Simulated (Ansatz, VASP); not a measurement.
## Two plane-wave programs on Ge

```
Ge
1.0
     4.03720    0.00000    0.00000
    -2.01860    3.49632    0.00000
     0.00000    0.00000    6.65810
Ge
4
Direct
  0.33333 0.66667 0.00037
  0.66667 0.33333 0.50037
  0.33333 0.66667 0.37463
  0.66667 0.33333 0.87463
```

Alike in both runs: task single point; functional r2SCAN; k mesh 6 × 6 × 4; occupations fermi-dirac, width 0.02 eV; no spin polarisation.

|  | VASP | Ansatz |
| --- | --- | --- |
| version | VASP 6.6.1 | Ansatz 0.2.0 |
| potentials or method | VASP PAW PBE potentials, release 64 (Ge_d) | plane waves, PAW |
| plane-wave cutoff (eV) | 520 | 500 |
| valence electrons in the cell | 56 | 56 |

|  | VASP | Ansatz | Ansatz less VASP |
| --- | --- | --- | --- |
| pressure (GPa) | -1.8 | -1.9 | -0.10 |
| largest component of the traceless stress (GPa) | 0.11 | 0.09 | -0.018 |
| rms of the force components (eV/Å) | 0.001 | 0.003 | +0.0027 |

Atom by atom the forces differ by 0.004 eV/Å (rms over components).

Caveats: the PAW data sets were made with another functional, which shifts forces and pressure a little (VASP).
